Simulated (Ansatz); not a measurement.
Runs of Ansatz 0.2.0 on CuO. Symmetry: F-43m, No. 216, cubic system. Conventional cell: a = 4.655 Å, b = 4.655 Å, c = 4.655 Å, α = 90.00°, β = 90.00°, γ = 90.00°. Cu (site symmetry -43m) has 4 O at 2.02 Å as nearest neighbours. O (site symmetry -43m) is surrounded by 4 Cu at 2.02 Å. Measurements of this composition are mostly on another form, of space group No. 15.

| task | level | cutoff (eV) | points for each segment of the path | gap on the mesh (eV) | pressure (GPa) |
| --- | --- | --- | --- | --- | --- |
| single point | PBE0 | 420 | - | none | -13.7 |
| band structure | r2SCAN | 500 | 14 | none | (a) |
| band structure | BLYP | 420 | 14 | none | (b) |
| band structure | revPBE | 420 | 14 | none | -6.3 |
| band structure | LDA | 420 | 14 | none | -20.6 |

Alike in all rows: potentials or basis Ansatz PAW; no spin polarisation; cell as given; k mesh 6 × 6 × 6; smearing fermi-dirac 0.05 eV; the mesh is coarse, so values aren't converged.

Estimate the missing entries.

(a) -14.8; (b) -5.1.

Caveats: all runs use coarse meshes; an odd number of electrons without spin polarisation forces a metal; a magnetic or distorted state may lie lower; the run has no spin polarisation, though such a crystal can be magnetic; the PAW data sets come from PBE, with cores solved anew for the run's functional, which leaves a small shift of forces and pressure; semilocal functionals often make such compounds metallic where correlation or magnetic order opens a gap, which also shifts bond lengths (some runs); the thresholds are loose for stress (some runs).

A gap of «none» marks a metal or a gap under the smearing width.

Runs at the PBE level aren't shown here.
